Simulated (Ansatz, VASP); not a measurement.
# Pb in VASP and in Ansatz

```
Pb
1.0
     3.09358    0.00000    0.00000
     0.00000    3.09358    0.00000
     0.00000    0.00000    3.09358
Pb
1
Direct
  0.00000 0.00000 0.00000
```

Alike in both runs: task single point; functional PBEsol; k mesh 11 × 11 × 11; occupations fermi-dirac, width 0.1 eV; no spin polarisation.

|  | VASP | Ansatz |
| --- | --- | --- |
| version | VASP 6.6.1 | Ansatz 0.2.0 |
| potentials or method | VASP PAW PBE potentials, release 64 (Pb_d) | plane waves (420 eV) with PAW, scalar-relativistic |
| plane-wave cutoff (eV) | 520 | 420 |
| valence electrons in the cell | 14 | 14 |

|  | VASP | Ansatz | Ansatz less VASP |
| --- | --- | --- | --- |
| pressure (GPa) | 4.6 | 4.6 | +0.08 |

The functional is the same, so the differences come from potentials, cutoffs and numerics. Ansatz warned: «pseudo_functional_mismatch».

Caveats: the PAW data sets were made with another functional, which shifts forces and pressure a little (VASP). The runs have no spin-orbit coupling, so splittings on Pb are missing.
